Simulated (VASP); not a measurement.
Write the native input for VASP 6.6.1 that does the following.

```
Task                   : single point
Functional             : r2SCAN
Potentials or basis    : VASP PAW PBE potentials, release 64 (Ru_pv)
Cutoff                 : 520 eV
k mesh                 : 12 × 12 × 18
Occupations            : gaussian, width 0.1 eV
Spin                   : no spin polarisation
Dipole correction      : no
Further INCAR settings : ALGO = Normal; EDIFF = 1e-07; NBANDS = 28
```

Crystal: Ru.

```
Ru
1.0
     4.23792    0.00000    0.00000
    -2.11896    3.67015    0.00000
     0.00000    0.00000    2.66559
Ru
3
Direct
  0.00000 0.00000 0.00000
  0.33333 0.66667 0.50000
  0.66667 0.33333 0.50000
```

The cell was built by a generator and needn't be a form met in nature.

One way to write it, as run:

POSCAR

```
Ru
1.0
    4.2379219216      0.0000000000      0.0000000000
   -2.1189609608      3.6701480434      0.0000000000
    0.0000000000      0.0000000000      2.6655942717
Ru
3
Direct
    0.0000000000      0.0000000000      0.0000000000
    0.3333333333      0.6666666667      0.5000000000
    0.6666666667      0.3333333333      0.5000000000
```

INCAR.step1

```
  ALGO = Normal
  EDIFF = 1E-4
  ENCUT = 520
  GGA = PE
  ISMEAR = 0
  LASPH = T
  LCHARG = F
  LREAL = F
  LWAVE = T
  NBANDS = 28
  NELM = 100
  PREC = Accurate
  SIGMA = 0.1
```

INCAR.step2

```
  ALGO = Normal
  EDIFF = 1E-7
  ENCUT = 520
  ISIF = 2
  ISMEAR = 0
  ISTART = 1
  LASPH = T
  LCHARG = F
  LMIXTAU = T
  LREAL = F
  LWAVE = F
  METAGGA = R2SCAN
  NBANDS = 28
  NELM = 100
  PREC = Accurate
  SIGMA = 0.1
```

KPOINTS

```
k-points
0
Gamma
  12 12 18
```

Potentials or basis: VASP PAW PBE potentials, release 64 (Ru_pv).

Launch:

```sh
$ cat potpaw_PBE.64/Ru_pv/POTCAR > POTCAR
$ cp INCAR.step1 INCAR
$ mpirun -np 1 vasp_std > vasp.out
$ cp INCAR.step2 INCAR
$ mpirun -np 1 vasp_std > vasp.out
```

Results of the run:

* Pressure: 1.5 GPa
* Band gap on the k mesh: none (metal or under the smearing width)

Caveat: the PAW data sets were made with another functional, which shifts forces and pressure a little.

Run time: 3.7 min on 1 thread of Intel(R) Xeon(R) 6975P-C (Granite Rapids), on a shared host, peak memory 0.28 GiB.
